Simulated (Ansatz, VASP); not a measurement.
C in VASP and in Ansatz

The input INCAR:

```
SYSTEM = C
PREC = Accurate ; ENCUT = 520
EDIFF = 1E-8 ; ISMEAR = -1
SIGMA = 0.05 ; LREAL = .FALSE.
LASPH = .TRUE. ; NELM = 80
ALGO = Normal ; ISIF = 2
LWAVE = .FALSE. ; LCHARG = .FALSE.
GGA = PE ; LEFG = .TRUE.
NBANDS = 36
```

File KPOINTS:

```
regular mesh
0
G
  14 14 3
  0 0 0
```

File POSCAR:

```
C
1.0
    2.5221000000      0.0000000000      0.0000000000
   -1.2610500000      2.1842026709      0.0000000000
    0.0000000000      0.0000000000     12.3557000000
C
12
Direct
    0.0000000000      0.0000000000      0.1875000000
    0.0000000000      0.0000000000      0.6875000000
    0.0000000000      0.0000000000      0.3125000000
    0.0000000000      0.0000000000      0.8125000000
    0.3333333333      0.6666666667      0.5208300000
    0.6666666667      0.3333333333      0.0208300000
    0.3333333333      0.6666666667      0.9791700000
    0.6666666667      0.3333333333      0.4791700000
    0.3333333333      0.6666666667      0.6458300000
    0.6666666667      0.3333333333      0.1458300000
    0.3333333333      0.6666666667      0.8541700000
    0.6666666667      0.3333333333      0.3541700000
```

Input for Ansatz:

```yaml
crystal:
  lattice:
    - [2.5221, 0.0, 0.0]
    - [-1.26105, 2.1842026709, 0.0]
    - [0.0, 0.0, 12.3557]
  atoms:
    - { symbol: C, position: [0.0, 0.0, 0.1875] }
    - { symbol: C, position: [0.0, 0.0, 0.6875] }
    - { symbol: C, position: [0.0, 0.0, 0.3125] }
    - { symbol: C, position: [0.0, 0.0, 0.8125] }
    - { symbol: C, position: [0.3333333333, 0.6666666667, 0.52083] }
    - { symbol: C, position: [0.6666666667, 0.3333333333, 0.02083] }
    - { symbol: C, position: [0.3333333333, 0.6666666667, 0.97917] }
    - { symbol: C, position: [0.6666666667, 0.3333333333, 0.47917] }
    - { symbol: C, position: [0.3333333333, 0.6666666667, 0.64583] }
    - { symbol: C, position: [0.6666666667, 0.3333333333, 0.14583] }
    - { symbol: C, position: [0.3333333333, 0.6666666667, 0.85417] }
    - { symbol: C, position: [0.6666666667, 0.3333333333, 0.35417] }
kpoints:
  mp_grid: { grid: [14, 14, 3] }
scf:
  occupations: { method: fermi_dirac, width: 0.05 }
hamiltonian:
  xc: pbe
  pseudopotentials: { kind: paw }
output:
  forces: true
  stress: true
  populations: true
  efg: { contact_densities: true }
  write_density: true
  write_potential: true
  elf: true
  volumetric_format: npy
```

This is a hexagonal form of diamond, not graphite.

Alike in both runs: task electric field gradients; functional PBE; k mesh 14 × 14 × 3; occupations fermi-dirac, width 0.05 eV; no spin polarisation.

|  | VASP | Ansatz |
| --- | --- | --- |
| version | VASP 6.6.1 | Ansatz 0.2.0 |
| potentials or method | VASP PAW PBE potentials, release 64 (C) | plane-wave PAW, scalar-relativistic |
| plane-wave cutoff (eV) | 520 | 420 |
| valence electrons in the cell | 48 | 48 |

Ansatz gave:

| Item | Value |
| --- | --- |
| gap on the k mesh at the Fermi level (eV) | 4.36 |
| pressure (GPa) | 2.1 |
| largest component of the traceless stress (GPa) | 5.45 |
| rms of the force components (eV/Å) | 0.151 |
| Vzz of the field gradient on the site that differs most (V/Å²) | 1.0 |

Estimate VASP's values.

gap on the k mesh at the Fermi level (eV): 4.35; pressure (GPa): 2.7; largest component of the traceless stress (GPa): 5.45; rms of the force components (eV/Å): 0.152; Vzz of the field gradient on the site that differs most (V/Å²): 1.1.

Atom by atom the forces differ by 0.001 eV/Å (rms over components).

Caveats: an odd mesh through Γ misses points on the zone boundary, where band edges often lie. A hybrid or GW would open this gap; PBE tends to underestimate it.
